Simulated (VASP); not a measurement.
# MgO in VASP: notebook, part 2 of 2

VASP 6.6.1. Earlier steps stand in the parts before.

## Step 6: Single point, PBE

The input, INCAR:

```
ADDGRID = False
ALGO = Normal
EDIFF = 1E-7
ENCUT = 800
GGA = PE
ISIF = 2
ISMEAR = 0
LASPH = True
LCHARG = False
LREAL = False
LWAVE = False
NELM = 100
PREC = Accurate
SIGMA = 0.1
```

The input, KPOINTS:

```
k-points
0
Gamma
  8 8 7
```

The input, POSCAR:

```
MgO
1.0
    2.9380209034      0.0000000000      0.0000000000
   -1.4690104517      2.5444007392      0.0000000000
    0.0000000000      0.0000000000      2.6796800000
Mg O
1 1
Direct
   -0.0050010000     -0.0013850000      0.0023980000
    0.2972290000      0.6917140000      0.5132270000
```

Potentials or basis: VASP PAW PBE potentials, release 64 (Mg, O_h).

On the command line:

```sh
$ cat potpaw_PBE.64/Mg/POTCAR potpaw_PBE.64/O_h/POTCAR > POTCAR
$ mpirun -np 1 vasp_std > vasp.out
```

OUTCAR:

```text
EDIFF = 1E-7
   ENCUT = 800
   GGA = PE
   ISIF = 2
   ISMEAR = 0
   LASPH = True
   LREAL = False
   NELM = 100
   PREC = Accurate

 Found    226 irreducible k-points:

 Following reciprocal coordinates:
            Coordinates               Weight
  0.000000  0.000000  0.000000      1.000000
  0.125000  0.000000  0.000000      2.000000
  0.000000  0.125000  0.000000      2.000000
 -0.125000  0.125000  0.000000      2.000000
  0.250000  0.000000  0.000000      2.000000
  0.000000  0.250000  0.000000      2.000000
   k-points           NKPTS =    226   k-points in BZ     NKDIM =    226   number of bands    NBANDS=      8
   number of dos      NEDOS =    301   number of ions     NIONS =      2
   total plane-waves  NPLWV =  21952
   dimension x,y,z NGX =    28 NGY =   28 NGZ =   28
   dimension x,y,z NGXF=    56 NGYF=   56 NGZF=   56
   ions per type =               1   1
   NGX,Y,Z   is equivalent  to a cutoff of  15.84, 15.84, 17.37 a.u.
   NGXF,Y,Z  is equivalent  to a cutoff of  31.69, 31.69, 34.74 a.u.
 SYSTEM =  unknown system
   PREC   = accura    normal or accurate (medium, high low for compatibility)
   ISTART =      0    job   : 0-new  1-cont  2-samecut
   ICHARG =      2    charge: 1-file 2-atom 10-const
   ISPIN  =      1    spin polarized calculation?
   LNONCOLLINEAR =      F non collinear calculations
   LSORBIT =      F    spin-orbit coupling
   LASPH  =      T    aspherical Exc in radial PAW
   ENCUT  =  800.0 eV  58.80 Ry    7.67 a.u.   6.78  6.78  6.18*2*pi/ulx,y,z
   NELM   =    100;   NELMIN=  2; NELMDL= -5     # of ELM steps
   EDIFF  = 0.1E-06   stopping-criterion for ELM
   LREAL  =      F    real-space projection
   EDIFFG = 0.1E-05   stopping-criterion for IOM
   NSW    =      0    number of steps for IOM
   IBRION =     -1    ionic relax: 0-MD 1-quasi-New 2-CG
   NFREE  =      0    steps in history (QN), initial steepest desc. (CG)
   ISIF   =      2    stress and relaxation
   ISYM   =      2    0-nonsym 1-usesym 2-fastsym
   POTIM  = 0.5000    time-step for ionic-motion
   TEBEG  =    0.0;   TEEND  =   0.0 temperature during run
   PSTRESS=    0.0 pullay stress
   NELECT =       8.0000    total number of electrons
   NUPDOWN=      -1.0000    fix difference up-down
   EMIN   =  10.00;   EMAX   =-10.00  energy-range for DOS
   EFERMI =   0.00;   METHOD = LEGACY
   ISMEAR =     0;   SIGMA  =   0.10  broadening in eV -4-tet -1-fermi 0-gaus
   EFERMI_NEDOS =   21; number of points for ismear=-14 and -15
   IALGO  =     38    algorithm
   IMIX   =      4    mixing-type and parameters
     AMIX     =   0.40;   BMIX     =  1.00
     AMIX_MAG =   1.60;   BMIX_MAG =  1.00
  volume/ion in A,a.u.               =      10.02        67.59
  Fermi-wavevector in a.u.,A,eV,Ry     =   1.205583  2.278221 19.775115  1.453430
  Thomas-Fermi vector in A             =   2.341275
   LORBIT       =      0    0 simple, 1 ext, 2 COOP (PROOUT), +10 PAW based schemes
   GGA     = PE    functional components
   LHFCALC =     F    Hartree Fock is set to
   AEXX    =    0.0000 exact exchange contribution
   IVDW    =     0    specifies the selected vdW correction
   LEPSILON=     F    determine dielectric tensor
   LRPA    =     F    only Hartree local field effects (RPA)
 non-spin polarized calculation
 Gauss-broadening in eV      SIGMA  =   0.10
  energy-cutoff  :      800.00
  volume of cell :       20.03
 maximum number of plane-waves:      1038
   NGX = 13   NGY = 13   NGZ = 13

 number of electron       8.0000000 magnetization

 Free energy of the ion-electron system (eV)
  ---------------------------------------------------
  ext. energy  EPLUGINS =         0.00000000
  ---------------------------------------------------
  free energy    TOTEN  =       -11.18941492 eV

  energy without entropy =      -11.18941492  energy(sigma->0) =      -11.18941492

 E-fermi :   4.2278     XC(G=0): -10.7314

 val. band max:        3.7052110904   @ k =   0.0000   0.0000   0.4286
 cond. band min:       6.6590662463   @ k =   0.0000   0.0000   0.0000
 fundamental gap:      2.9538551558
 Fermi energy:         4.2278095580

 k-point     1 :       0.0000    0.0000    0.0000
  band No.  band energies     occupation
      1     -13.7628      2.00000
      2       2.9971      2.00000
      3       3.1621      2.00000
      4       3.2614      2.00000
      5       6.6591      0.00000
      6      15.5635      0.00000
      7      19.1002      0.00000
      8      19.4491      0.00000
[... 45 lines left out ...]
 k-point     6 :       0.0000    0.2500    0.0000
  band No.  band energies     occupation
      1     -13.2872      2.00000
      2       0.5507      2.00000
      3       2.6666      2.00000
      4       3.4340      2.00000
      5       9.0936      0.00000
      6      14.6412      0.00000
      7      17.5096      0.00000
      8      20.5223      0.00000

 [... further k-points ...]

------------------------ aborting loop because EDIFF is reached ----------------------------------------

  FORCE on cell =-STRESS in cart. coord.  units (eV):
  Direction    XX          YY          ZZ          XY          YZ          ZX
  --------------------------------------------------------------------------------------
  -------------------------------------------------------------------------------------
  Total       -0.2336382     -0.3232839     -0.1767656     -0.0689893      0.0574670     -0.1040270
  in kB      -18.6866347    -25.8565962    -14.1379060     -5.5178350      4.5962740     -8.3201882
  external PRESSURE =     -19.5603790 kB  Pullay stress =       0.0000000 kB

 VOLUME and BASIS-vectors are now :
 -----------------------------------------------------------------------------
  energy-cutoff  :      800.00
  volume of cell :       20.03
      direct lattice vectors                 reciprocal lattice vectors
     2.938020903  0.000000000  0.000000000     0.340365175  0.196509926  0.000000000
    -1.469010452  2.544400739  0.000000000     0.000000000  0.393019851  0.000000000
     0.000000000  0.000000000  2.679680000     0.000000000  0.000000000  0.373178887

 POSITION                                       TOTAL-FORCE (eV/Angst)
 -----------------------------------------------------------------------------------
      1.45635      2.54088      0.00643        -0.576954      0.319612      0.125744
     -0.14287      1.76000      1.37528         0.576954     -0.319612     -0.125744
 -----------------------------------------------------------------------------------
    total drift:                                0.001220      0.000056     -0.000702

  FREE ENERGIE OF THE ION-ELECTRON SYSTEM (eV)
  ---------------------------------------------------
  free  energy   TOTEN  =       -11.1894149245 eV

  energy  without entropy=      -11.1894149245  energy(sigma->0) =      -11.18941492
```

Run time: 2.1 min. Hardware: 1 thread of AMD EPYC 7R13 (Zen 3), shared host; peak memory 0.19 GiB.

The run converged, but some of its settings lie outside the range that counts as converged, so its numbers aren't taken as properties of the crystal.

Results:

- Free energy: -11.1894 eV
- Largest force: 0.671 eV/Å
- Band gap on the k mesh: 2.95 eV, indirect (least direct gap 3.40 eV)

Caveat: the cutoff is under 1.25 times the usual one of these potentials, so pressure, stress and relaxed cells hold a basis-set (Pulay) error; an odd mesh through Γ misses points on the zone boundary, where band edges often lie.

## Step 7: For comparison

An earlier run on the cell as given: functional PBE; potentials or basis VASP PAW PBE potentials, release 64 (Mg, O); cutoff 520 eV; k mesh 10 × 10 × 10; occupations fermi-dirac, width 0.05 eV; no spin polarisation.

- Pressure: -0.7 GPa
- Band gap on the k mesh: 3.01 eV, indirect (least direct gap 3.40 eV)
